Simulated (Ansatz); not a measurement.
Given:

AlSb:
```
CELL_PARAMETERS angstrom
      0.00000     3.05355     3.05355
      3.05355     0.00000     3.05355
      3.05355     3.05355     0.00000
ATOMIC_POSITIONS crystal
  Sb 0.75000 0.75000 0.75000
  Al 0.00000 0.00000 0.00000
```

This is the LDA-relaxed structure. x, y and z are the axes in which the lattice vectors are written.

All from plane-wave PAW LDA (Ansatz code), unless another level is named. Predict the piezoelectric stress constants (proper, relaxed ions, C/m²).

e14 = e25 = e36 = 0.08.

And the Debye temperature from the elastic constants?

287 K.

Next, the highest zone-centre frequency (without LO–TO term)?

316 cm^-1.

Space group F-43m (zinc blende). Symmetry was held in the LDA relaxation; of distortions, only those at the zone centre were tested. Scalar-relativistic: spin–orbit coupling is off unless named, which matters more the heavier the elements.

Potentials: the later of the program's two PAW sets.
